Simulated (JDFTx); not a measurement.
The system is CuI (Marshite).

```xyz
2
Lattice="0.0000 3.0315 3.0315 3.0315 0.0000 3.0315 3.0315 3.0315 0.0000" Properties=species:S:1:pos:R:3 pbc="T T T"
I     0.0000    0.0000    0.0000
Cu    4.5473    4.5473    4.5473
```

```yaml
Program: JDFTx 1.7.0 (patched build)
Task: single point
Functional: PBE
Potentials_or_basis: PseudoDojo-SR-PBE-0.5-standard with smoothed tails
Cutoff: 1252 eV
Density_cutoff: 10014 eV
k_mesh: 8 × 8 × 8
Occupations: fermi-dirac, width 0.05 eV
Spin: no spin polarisation
```

On this cell: pressure 0.1 GPa; largest force zero by symmetry; band gap on the k mesh 1.09 eV, direct.

The same run follows on a disturbed copy (atoms moved at random, drawn with an rms of 0.05 Å):

```
CELL_PARAMETERS angstrom
0.00000 3.03150 3.03150
3.03150 0.00000 3.03150
3.03150 3.03150 0.00000
ATOMIC_POSITIONS crystal
I 0.99532 0.00687 0.00367
Cu 0.76201 0.76128 0.73768
```

**Question.** What does the disturbed cell give?

**Answer.** The energy moves by +3.4 meV/atom; pressure 0.2 GPa; largest force 0.187 eV/Å; band gap on the k mesh 1.08 eV, direct.

Forces on the atoms (eV/Å):
```
I   -0.090 -0.022  0.163
Cu   0.090  0.022 -0.163
```

Stress tensor (GPa, compression positive):
```
 0.24  0.62 -0.08
 0.62  0.26 -0.34
-0.08 -0.34  0.21
```

Caveats: spin-orbit coupling is left out, which moves the levels of the heavy elements.

